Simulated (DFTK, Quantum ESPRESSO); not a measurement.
This is a calculation of KF (Carobbiite) for DFTK 0.8.2. 

File run.jl:

```julia
using DFTK
using PseudoPotentialData
using Unitful, UnitfulAtomic
using LinearAlgebra, Printf
include("save.jl")
disable_threading()

# lattice vectors are the columns
lattice = austrip(1u"Å") * [           0.0        2.67185        2.67185;
                  2.67185            0.0        2.67185;
                  2.67185        2.67185            0.0]
symbols   = [:K, :F]
positions = [[0.0, 0.0, 0.0],
             [0.5, 0.5, 0.5]]
pseudopotentials = PseudoFamily("dojo.nc.sr.pbesol.v0_4_1.standard.upf")
elements = Dict(s => ElementPsp(s, pseudopotentials) for s in unique(symbols))
atoms    = [elements[s] for s in symbols]

build_model(lattice, positions; symmetries=true) =
    model_DFT(lattice, atoms, positions;
              functionals=PBEsol(),
              temperature=austrip(0.05u"eV"),
              smearing=Smearing.FermiDirac(),
              symmetries)
Ecut  = 42.0  # hartree
kgrid = [9, 9, 9]
tol   = 1e-6
to_GPa = ustrip(uconvert(u"GPa", 1u"hartree/bohr^3"))

model = build_model(lattice, positions)
basis = PlaneWaveBasis(model; Ecut, kgrid)
display(basis)
scfres = self_consistent_field(basis;
                               tol,
                               nbandsalg=AdaptiveBands(model; n_bands_converge=13))
display(scfres.energies)
@printf "Fermi level: %.6f eV\n" ustrip(auconvert(u"eV", something(scfres.εF, NaN)))
forces = compute_forces_cart(scfres)
println("Forces (eV/Å)")
for (s, f) in zip(symbols, forces)
    @printf "%-3s %12.6f %12.6f %12.6f\n" s ustrip.(auconvert.(u"eV/Å", f))...
end
stress = compute_stresses_cart(scfres)
println("Stress (GPa)")
display(round.(stress * to_GPa; digits=4))
println("Levels at the first k-point (eV): ", round.(ustrip.(auconvert.(u"eV", scfres.eigenvalues[1][1:scfres.n_bands_converge])); digits=4))
save_scf!(scfres; forces, stress)
```

Potentials or basis: dojo.nc.sr.pbesol.v0_4_1.standard.upf (PBEsol).

Command:

```console
$ julia --threads=1 run.jl  # save.jl only writes the numbers to a file and isn't shown; printed stress counts tension as positive; times include loading and compiling
```

Q: What does the same run look like in Quantum ESPRESSO 7.5? Potentials or basis there: GBRV 1.5 PBEsol, cutoff 612 eV.

A: As run (cutoffs and basis follow the program's own potentials, and thresholds, step limits or extra output files can differ):

Contents of pw.in:

```
&CONTROL
  calculation = 'scf'
  prefix = 'pwscf'
  outdir = './tmp'
  pseudo_dir = './pseudo'
  tprnfor = .true.
  tstress = .true.
  disk_io = 'low'
/
&SYSTEM
  ibrav = 0
  nat = 2
  ntyp = 2
  ecutwfc = 45
  ecutrho = 360
  nbnd = 14
  occupations = 'smearing'
  smearing = 'fd'
  degauss = 0.00367493
/
&ELECTRONS
  conv_thr = 4d-10
  electron_maxstep = 120
  mixing_beta = 0.5
/
ATOMIC_SPECIES
K     39.0983 k_pbesol_v1.4.uspp.F.UPF
F     18.9984 f_pbesol_v1.4.uspp.F.UPF
CELL_PARAMETERS angstrom
   0.0000000000    2.6718500000    2.6718500000
   2.6718500000    0.0000000000    2.6718500000
   2.6718500000    2.6718500000    0.0000000000
ATOMIC_POSITIONS crystal
K      0.0000000000    0.0000000000    0.0000000000
F      0.5000000000    0.5000000000    0.5000000000
K_POINTS automatic
9 9 9 0 0 0
```

File pp_density.in:

```
&INPUTPP
  prefix = 'pwscf'
  outdir = './tmp'
  filplot = 'density.dat'
  plot_num = 0
/
&PLOT
  nfile = 1
  filepp(1) = 'density.dat'
  iflag = 3
  output_format = 6
  fileout = 'density.cube'
/
```

The input pp_potential.in:

```
&INPUTPP
  prefix = 'pwscf'
  outdir = './tmp'
  filplot = 'potential.dat'
  plot_num = 11
/
&PLOT
  nfile = 1
  filepp(1) = 'potential.dat'
  iflag = 3
  output_format = 6
  fileout = 'potential.cube'
/
```

Potentials or basis: GBRV 1.5 PBEsol.

Command:

```console
$ OMP_NUM_THREADS=1 mpirun -n 2 pw.x -nk 2 -in pw.in > pw.out
$ OMP_NUM_THREADS=1 mpirun -n 1 pp.x -in pp_density.in > pp_density.out
$ OMP_NUM_THREADS=1 mpirun -n 1 pp.x -in pp_potential.in > pp_potential.out
```

Both were run:

|  | DFTK | Quantum ESPRESSO |
| --- | --- | --- |
| Pressure | -0.7 GPa | -0.9 GPa |

Pressure is positive in compression.
